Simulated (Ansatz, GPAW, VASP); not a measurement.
Ni: 3 runs at one level of theory

```
CELL_PARAMETERS angstrom
0.00000 1.73757 1.73757
1.73757 0.00000 1.73757
1.73757 1.73757 0.00000
ATOMIC_POSITIONS crystal
Ni 0.00000 0.00000 0.00000
```

Alike in all runs: task single point; functional LDA; k mesh 13 × 13 × 13; occupations gaussian, width 0.02 eV; collinear spin, ferromagnetic start; no spin-orbit coupling. LDA stands for any of its common fits. Pressure is positive in compression and, in plane waves, holds the error of the finite cutoff.

| program and potentials | plane-wave cutoff (eV) | notes | pressure (GPa) | net moment per atom (μB) |
| --- | --- | --- | --- | --- |
| Ansatz, all-electron LAPW, scalar-relativistic | - | - | -10.46 | 0.62 |
| VASP, LDA PAW files Ni, release 54, 520 eV | 520 | 10 valence electrons an atom on average | ? | ? |
| GPAW, the program's PAW data sets (release 1.2.1) made for this functional | 600 | 16 valence electrons an atom on average; this data set often lies off other programs | -8.39 | 0.62 |

Q: Estimate from the other rows what the run with VASP, LDA PAW files Ni, release 54, 520 eV gave.

A: Pressure -10.31 GPa; net moment per atom 0.61 μB. The other rows, which needn't bracket it: pressure -10.46 to -8.39; net moment per atom 0.62.
